## What is listed

A Kohn-Sham level is the energy of one electron state in the effective potential of density-functional theory. Here the levels belong to a thin, relaxed HgTe slab with (111) faces, and they are counted from the Fermi level. They were computed with a gradient-corrected functional and without spin-orbit coupling. Level b1 is the nearest below the Fermi level, b2 the next one down, and a1 the nearest above.

Each level has an outer orbital weight, the share of the state found on atomic orbitals of the outer planes of both faces. A high value means that the state lies mostly on those planes. A low one points to the interior, although parts of a state in the vacuum or in shells missing from the orbital set are not counted. In so thin a slab the outer planes may hold most of the atoms, so a high value alone does not prove a surface state. Points a and b give the position in the surface zone: G is the centre, where neighbouring cells are in phase, and M and K lie on the edge.

Kohn-Sham levels of a relaxed six-plane HgTe(111) slab, computed with Ansatz 0.2.0 (scalar-relativistic PBE, PAW, no spin polarisation, 420 eV cutoff, Gamma-centred 9×9×1 k mesh, 0.1 eV Gaussian smearing, dipole correction). Outer orbital weights are Loewdin weights on the two outer planes of both faces together, averaged over levels within 1.5 meV and not renormalised.

| point label | point a (reciprocal cell vectors) | point b (reciprocal cell vectors) | level b1 from the Fermi level (eV) | outer orbital weight b1 | level b2 from the Fermi level (eV) | outer orbital weight b2 | level a1 from the Fermi level (eV) | outer orbital weight a1 |
| --- | --- | --- | --- | --- | --- | --- | --- | --- |
| M | 0.5000 | 0.0000 | -0.610 | 0.850 | -0.960 | 0.890 | 0.680 | 0.790 |
| between | 0.4167 | 0.0000 | -0.600 | 0.830 | -0.900 | 0.890 | 0.690 | 0.790 |
| between | 0.3333 | 0.0000 | -0.570 | 0.760 | -0.710 | 0.890 | 0.720 | 0.790 |
| between | 0.2500 | 0.0000 | -0.450 | 0.900 | -0.550 | 0.710 | 0.660 | 0.840 |
| between | 0.1667 | 0.0000 | -0.160 | 0.910 | -0.530 | 0.720 | 0.350 | 0.910 |
| between | 0.0833 | 0.0000 | -0.250 | 0.870 | -0.330 | 0.910 | 0.070 | 0.920 |
| G | 0.0000 | 0.0000 | -0.560 | 0.070 | -0.560 | 0.070 | 0.160 | 0.920 |
| between | 0.0556 | 0.0556 | -0.150 | 0.900 | -0.370 | 0.840 | 0.030 | 0.920 |
| between | 0.1111 | 0.1111 | -0.340 | 0.910 | -0.510 | 0.710 | 0.570 | 0.910 |
| between | 0.1667 | 0.1667 | -0.450 | 0.740 | -0.890 | 0.920 | 1.030 | 0.780 |
| between | 0.2222 | 0.2222 | -0.430 | 0.820 | -1.400 | 0.790 | 1.250 | 0.660 |
| between | 0.2778 | 0.2778 | -0.440 | 0.920 | -1.380 | 0.290 | 1.360 | 0.610 |
| K | 0.3333 | 0.3333 | -0.450 | 0.970 | -1.380 | 0.150 | 1.400 | 0.590 |
| between | 0.3611 | 0.2778 | -0.450 | 0.960 | -1.380 | 0.180 | 1.380 | 0.590 |
| between | 0.3889 | 0.2222 | -0.450 | 0.930 | -1.380 | 0.270 | 1.310 | 0.630 |
| between | 0.4167 | 0.1667 | -0.470 | 0.910 | -1.380 | 0.460 | 1.170 | 0.690 |
| between | 0.4444 | 0.1111 | -0.500 | 0.880 | -1.260 | 0.800 | 0.960 | 0.740 |
| between | 0.4722 | 0.0556 | -0.560 | 0.860 | -1.070 | 0.880 | 0.760 | 0.780 |

## The puzzle at G

On the way to G from either side, b1 stands high and close to the Fermi level. At G itself it drops to -0.56 eV, which is 0.3 to 0.4 eV below its two neighbours. In the same step its outer weight collapses from about 0.9 to 0.07.

Three explanations come to mind:

1. One filled band has a dip at G.
2. Two bands repel each other near G and exchange character, while the same number of levels stays below the Fermi level everywhere.
3. An outer-plane band rises through the Fermi level on the way to G. It is then listed as a1, and b1 is a different state.

The first is tempting because a column of a table looks like a curve. Yet the columns are ranked by energy at each point, and a rank can pass from one band to another.

## The limit of small steps

Very close to G, a single isolated band changes its energy and its character only slightly. The b1 column does neither. At G it also coincides with b2, and both are interior levels, whereas at the neighbouring points both belong to the outer planes.

The outer-plane character has not vanished at G. It sits just above the Fermi level, in a1 at +0.16 eV with weight 0.92. So complete a change in b1 speaks against a plain dip of one band, but a repulsion of two bands could still produce it.

## Following one band from M to G

A simple model shows what a continuous band should do. Let $u$ be the value of point a on the line from G to M, where point b is zero. The atoms then form rows that are each in phase internally, and the phase changes by $2\pi u$ from one row to the next. If each row couples to the row on either side with strength $t$, the two contributions add to

$$E(u)=A+2t\cos(2\pi u)=A+B\cos(2\pi u).$$

At G the rows are in phase and $E=A+B$; at M they alternate in sign and $E=A-B$. In-plane p orbitals that are in phase and point from one row towards the next meet with lobes of opposite sign. That is antibonding, so their band has its top at G and falls steeply away from it. Orbitals that lie along the rows meet those of the next row at a slant. Head-on and side-on overlap then work against each other, and the band changes more gently. For s orbitals the in-phase arrangement is bonding, and G is the bottom of the band.

A band with its top at G can be traced through the table. It starts as b2 at M, becomes b1 at $u=0.25$, and appears as a1 from $u=0.0833$ to G. Its energy rises at each step, and its outer weight stays near 0.9. I chose this chain by continuity of energy and weight, so its smoothness supports the third explanation without settling the matter.

## The estimate at G

The constants $A$ and $B$ were fitted to the six points from M to $u=0.0833$, with G left out. The fit gives $A=-0.427$ eV and $B=0.549$ eV, hence

$$E(\mathrm{G})=-0.427+0.549\approx 0.12\ \text{eV}.$$

The computed a1 lies 0.04 eV higher. When the b1 column is treated as one band in the same way, the prediction at G misses b1 by 0.40 eV. The output printed after the text gives both comparisons.

## Counting levels decides

The second explanation can be tested by counting. The slab cell has 108 electrons in the calculation, enough to fill 54 levels with two electrons each. If 54 levels lay below the Fermi level at every point, the lowest 55th level would lie above the highest 54th level, wherever in the zone the two occur. The gap by band count would then be positive.

The same calculation gives -0.16 eV. The 54th level at one point therefore lies above the 55th at another, and the number of levels below the Fermi level cannot be the same everywhere. This excludes the second explanation in its stated form. It also shows why the small separation between a1 and b1 near G must not be read as a band gap.

The third explanation also accounts for the size of the overlap. Suppose that a1 at G is the 54th level, and that the traced band is the 55th at $u=1/9$, a point of the mesh used for the density. The fitted formula gives

$$E(1/9)=-0.427+0.549\times0.766\approx-0.01\ \text{eV}.$$

Subtracting the 0.16 eV of a1 at G leaves about -0.17 eV, within 0.01 eV of the counted value. The value at $u=1/9$ comes from the fit; the level at G is the computed one and was not part of it.

## Why b1 falls so far

At $u=0.0833$ both b1 and b2 are outer-plane levels. At G no level lies between b1 and a1. In this short step each of the two must therefore leave the interval, either upwards through the Fermi level or down to the interior pair or past it.

Symmetry suggests how they part. The traced band is already above the Fermi level at $u=0.0833$, so its own crossing does not explain this last step. The slab has a threefold axis, which makes the two in-plane p combinations of an atomic plane share one energy at G. If the traced band is one of such a pair, its partner rises through the Fermi level to join it at +0.16 eV, and this removes one level from below. The partner then climbs by at least 0.41 eV in this step, the traced band by only 0.09 eV. That suits a partner whose p orbitals point from row to row, and a traced band whose orbitals lie along the rows. The other outer-plane level would behave like an s band and sink towards its minimum at G. This assignment is argued from symmetry and counting, not read from orbital shapes.

With both gone, the highest level left is the interior pair at -0.56 eV. Its energy depends on how tightly the slab confines the interior states. The depth of the apparent dip thus belongs to this slab of six planes and is not a fixed property of the (111) face.

## How far the simple band carries

Near G, threefold symmetry demands that the leading fall of the band be the same in all directions. The a1 level obeys this: divided by the square of the wave vector, its fall towards M and towards K agrees within the rounding of the levels.

Farther towards K the simplest extension of the model fails. With one equal coupling to all six neighbours, it puts the traced band at -0.56 eV at the point (0.1667, 0.1667), where the calculation has -0.89 eV. The likely reason is the direction of p orbitals, which couple more strongly when they point at each other than when they lie side by side. The cosine is therefore a good guide along one line, not a full model of the outer-plane bands.

## What remains open

The overlap needs a p-like top at G that lies above the bottom of another band. A polar slab favours this, because one face ends in Te and the other in Hg, and charge tends to pass between them. That this transfer causes the overlap here is a guess: the outer weights add both faces and cannot tell on which one a state sits. The faces are also unreconstructed, and relaxation has strongly flattened at least one Hg-Te double layer, so the slab no longer has the shape of a plain cut through bulk HgTe.

For someone who wants to know whether such a film conducts, the calculated answer is a metal, but one that hangs on a few tenths of an eV. Spin-orbit coupling splits Te p levels by at least that much, and the functional places the Hg s levels of HgTe too low, which favours the overlap. Whether the traced band still crosses the Fermi level once both are corrected is the question that this slab leaves open.

Numerical output:

```
drop of b1 at G from the neighbour towards M, eV: 0.31
drop of b1 at G from the neighbour towards K, eV: 0.41
joined band from M to G, eV: M -0.96, between -0.9, between -0.71, between -0.45, between -0.16, between 0.07, G 0.16
outer weight of the joined band from M to G: M 0.89, between 0.89, between 0.89, between 0.9, between 0.91, between 0.92, G 0.92
joined band, middle A and amplitude B of the cosine, eV: -0.4268, 0.5494
joined band, rms misfit without G, eV: 0.01517
joined band, predicted level at G and prediction less a1, eV: 0.1227, -0.03733
b1 list as one band, rms misfit without G, eV: 0.06288
b1 list as one band, predicted level at G and prediction less b1, eV: -0.1608, 0.3992
gap if equally many levels were filled at all listed points, eV: 0.18
gap by band count in the calculation, eV: -0.1566
gap by band count expected from the joined band at u of one ninth and G, eV: -0.1659
fall of a1 from G over k squared, towards M and towards K, eV A^2: 5.448, 5.888
joined band on the first three points from G to K, eV: between 0.03, between -0.34, between -0.89
same points from one equal coupling to six neighbours, eV: between 0.02511, between -0.2328, between -0.5643
```
